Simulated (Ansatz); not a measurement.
# MoS2: the cost of one run

Program: Ansatz 0.2.0. Level of theory: DFT PBE+U (U_eff = 6 eV on Mo d), plane waves, PAW. These are calculated values, not measurements.

11 further runs of the same task are left out: 11 that didn't finish.

### 1 The starting structure

It takes space group R3m (No. 160, trigonal). Conventional cell: a = 3.163 Å, b = 3.163 Å, c = 18.370 Å, α = 90.00°, β = 90.00°, γ = 120.00°. Around Mo (site symmetry 3m) lie 6 S at 2.36 Å. S (site symmetry 3m) has 3 Mo at 2.36 Å as nearest neighbours.

Coordinates:

```xyz
6
Lattice="1.5815 0.9131 6.1233 -1.5815 -0.9131 12.2467 0.0000 -3.6523 12.2467" Properties=species:S:1:pos:R:3 pbc="T T T"
Mo    0.0000    0.0000    0.0000
S     0.0000    0.0000   13.7481
S     0.0000    0.0000   10.7446
Mo    0.0000   -1.8262    6.1233
S     0.0000   -1.8262   19.8714
S     0.0000   -1.8262   16.8679
```

### 2 Ferromagnetic start, free, symmetry kept, no search

input.yaml

```yaml
crystal:
  lattice:
    - [1.58149989, 0.91307939, 6.12332821]
    - [-1.58149989, -0.91307939, 12.24665642]
    - [0.0, -3.65231756, 12.24665642]
  atoms:
    - { symbol: Mo, position: [0.0, 0.0, 0.0], spin: 2.0 }
    - { symbol: S, position: [0.7484, 0.7484, 0.0] }
    - { symbol: S, position: [0.5849, 0.5849, 0.0] }
    - { symbol: Mo, position: [0.0, 0.0, 0.5], spin: 2.0 }
    - { symbol: S, position: [0.7484, 0.7484, 0.5] }
    - { symbol: S, position: [0.5849, 0.5849, 0.5] }
basis:
  ecutwfc: 420
  ecutrho_ratio: 4
kpoints:
  mp_grid: { grid: [7, 7, 7] }
hamiltonian:
  xc: pbe
  hubbard:
    sites: [{ site: 0, l: d, u_eff: 6.0 }, { site: 3, l: d, u_eff: 6.0 }]
scf:
  occupations: { method: gaussian, width: 0.05 }
  lower_state_search: "off"
  max_iter: 150
output:
  forces: true
  stress: true
  eigenvalues: true
  populations: true
  hubbard: { sites: [{ site: 0, l: d }, { site: 3, l: d }] }
magnetization:
  spin_polarized: true
```

Run with:

```bash
ansatz run input.yaml --threads 4 --pin off --max-ram 6144MiB --backend cpu --events-out ev --progress --plain --runs-dir out
```

Q: Estimate wall time and peak memory on 4 threads of Arm Neoverse V1, shared host.

About 77 s, with a peak of 0.86 GiB.
